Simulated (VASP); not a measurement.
PtS2:

```
Pt S
1.0
     3.54320    0.00000    0.00000
    -1.77160    3.06850    0.00000
     0.00000    0.00000    5.03880
Pt S
1 2
Direct
  0.00000 0.00000 0.00000
  0.66667 0.33333 0.77300
  0.33333 0.66667 0.22700
```

- Program: VASP 6.6.1
- Task: relaxation of cell and atoms
- Functional: revPBE
- Dispersion: D3(BJ)
- Potentials or basis: VASP PAW PBE potentials, release 64 (Pt, S)
- Cutoff: 600 eV
- k mesh: 9 × 9 × 5
- Occupations: fermi-dirac, width 0.05 eV
- Spin: no spin polarisation

At the start: pressure 5.4 GPa; volume 18.26 Å³/atom.

Problem. Where does the relaxation end?

Solution. Over 13 steps the energy falls by 72.6 meV/atom and the volume is 16.40 Å³/atom (-10.2 %); space group P-3m1 (No. 164, to 0.05 Å).

The path:
| step | energy change (eV) | largest force (eV/Å) | pressure (GPa) | volume (Å³) |
| --- | --- | --- | --- | --- |
| 1 | 0.0000 | 1.3323 | 5.39 | 54.78 |
| 2 | 0.0692 | 0.5954 | -10.42 | 59.80 |
| 3 | -0.0654 | 0.4567 | -2.03 | 56.74 |
| 4 | -0.0989 | 0.3105 | -1.57 | 55.72 |
| 5 | -0.1259 | 0.0551 | -0.62 | 53.98 |
| 6 | -0.1264 | 0.0082 | -0.45 | 53.69 |
| 7 | -0.1550 | 0.0727 | 0.22 | 52.48 |
| 8 | -0.2047 | 0.2580 | 3.26 | 48.82 |
| 9 | -0.2167 | 0.0298 | 0.95 | 48.91 |
| 10 | -0.2174 | 0.0420 | 0.24 | 48.95 |
| 11 | -0.2176 | 0.0354 | 0.21 | 48.99 |
| 12 | -0.2178 | 0.0124 | 0.06 | 49.14 |
| 13 | -0.2179 | 0.0030 | 0.05 | 49.19 |

Final structure:
```yaml
crystal:
  lattice:
    - [3.56652, 0.00000, 0.00000]
    - [-1.78326, 3.08870, 0.00000]
    - [0.00000, 0.00000, 4.46543]
  atoms:
    - { symbol: Pt, position: [0.00000, 0.00000, 0.00000] }
    - { symbol: S, position: [0.66667, 0.33333, 0.73055] }
    - { symbol: S, position: [0.33333, 0.66667, 0.26945] }
```

Caveat: the PAW data sets were made with another functional, which shifts forces and pressure a little; the volume moved by -10 % from the deposited cell, more than functionals usually miss; pairwise dispersion overbinds metals, which lowers pressure and volume.
